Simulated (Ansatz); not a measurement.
A (100) slab of AlRu (Pm-3m (No. 221)), 9 planes, outer planes Ru (top) and Ru (bottom), with 9 atoms (Al4Ru5) in a surface cell of A = 8.896 Å², as cut from the bulk:

```
CELL_PARAMETERS angstrom
2.98262 0.00000 0.00000
0.00000 2.98262 0.00000
0.00000 0.00000 26.93050
ATOMIC_POSITIONS crystal
Ru 0.50000 0.50000 0.27849
Al 0.00000 0.00000 0.33387
Ru 0.50000 0.50000 0.38925
Al 0.00000 0.00000 0.44462
Ru 0.50000 0.50000 0.50000
Al 0.00000 0.00000 0.55538
Ru 0.50000 0.50000 0.61075
Al 0.00000 0.00000 0.66613
Ru 0.50000 0.50000 0.72151
```

These are results of DFT r2SCAN, scalar-relativistic, plane waves, PAW (Ansatz 0.2.0), not measurements. Settings: cutoff 500 eV, Γ-centred mesh 12×12×1 on the computed 9-atom cell, Gaussian smearing of 0.10 eV; no spin polarisation. The cell repeats along c with a dipole correction in the vacuum.

The relaxed slab holds 4 formula units of AlRu and 1 further Ru. Against those formula units in the bulk and the further Ru in its standard state it lies 4.245 eV higher. The formation energy of AlRu from the standard states is -1.428 eV a formula unit (uncorrected, no zero-point or thermal terms).

(1) Over what range can the chemical potential of Ru vary, and what is the surface energy at both ends?

(2) How does its energy depend on growth conditions?

Answers

(1) In contact with the bulk, μ(Ru) + μ(Al) is fixed. With Δμ counted from the standard states, Δμ(Ru) ≤ 0 keeps elemental Ru from forming, and Δμ(Al) ≤ 0 requires Δμ(Ru) ≥ ΔH = -1.428 eV. Other compounds of Ru and Al can narrow this range. Then γ, the mean of both faces, = [4.245 eV − 1.00·Δμ(Ru)]/(2A). At the Ru-rich end (Δμ = 0): 4.245/(2 × 8.896) × 16.02 = 3.82 J/m². At the Ru-poor end: (4.245 + 1.428)/(2 × 8.896) × 16.02 = 5.11 J/m².

(2) It carries an excess of Ru, so its energy falls by 0.90 J/m² for each eV that μ(Ru) rises: Ru-rich conditions lower it; whether it appears depends on the other terminations.